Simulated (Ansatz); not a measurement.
PbS:

```
CELL_PARAMETERS angstrom
2.07995 -5.99130 0.00000
2.07995 5.99130 0.00000
0.00000 0.00000 4.27932
ATOMIC_POSITIONS crystal
Pb 0.13056 0.86944 0.25000
Pb 0.86944 0.13056 0.75000
S 0.35480 0.64520 0.25000
S 0.64520 0.35480 0.75000
```

Measurements of this composition are mostly on another form, of space group No. 225.

Base run:

* Program: Ansatz 0.2.0
* Functional: BLYP
* Potentials or basis: Ansatz PAW
* Cutoff: 420 eV (not typed: the program's choice for these potentials)
* k mesh: 7 × 7 × 6
* Occupations: fermi-dirac, width 0.05 eV
* Spin: no spin polarisation

Its results: band gap on the k mesh 1.31 eV, indirect (least direct gap 1.49 eV); pressure 4.7 GPa; largest force 0.223 eV/Å.

The run is repeated on the same cell with these changes: functional from BLYP to r2SCAN; cutoff from 420 eV (not typed: the program's choice for these potentials) to 500 eV (not typed: the program's choice for these potentials). What comes out?

Band gap on the k mesh 1.53 eV, indirect (least direct gap 1.79 eV); pressure -0.1 GPa; largest force 0.038 eV/Å.

r2SCAN gives the wider gap, since meta-GGAs in the generalised Kohn-Sham scheme recover part of the derivative discontinuity.

Caveats: the k mesh misses the band edges, so the gap on the mesh is wider than the one along the path; spin-orbit coupling is left out, which as a rule narrows the gap of such compounds by several tenths of an eV; the PAW data sets come from PBE, with cores solved anew for the run's functional, which leaves a small shift of forces and pressure.
